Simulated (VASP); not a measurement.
The system is C.

```
C
1.0
     2.12732   -1.22828    0.00000
     2.12732    1.22828    0.00000
    -1.37907    0.00000    3.50283
C
2
Cartesian
  -0.6699 0.0000 3.5025
  3.5455 0.0000 0.0003
```

This is a stacking variant of graphite.

Program: VASP 6.6.1. Alike in all runs: task band structure; potentials or basis VASP PAW PBE potentials, release 64 (C); no spin polarisation; cell as given; k mesh 13 × 13 × 8; cutoff (eV) 520; smearing fermi-dirac 0.05 eV.

Problem. Order these runs on this cell by their pressure, lowest first.
A. level SCAN
B. level r2SCAN
C. level TPSS

Solution. A (-1.1 GPa), B (0.5 GPa), C (3.5 GPa).

Caveats: the PAW data sets were made with another functional, which shifts forces and pressure a little; this functional lacks dispersion, which binds the layers, so the pressure and a relaxed spacing across them are unreliable (some runs).

Runs at the PBE level aren't shown here.
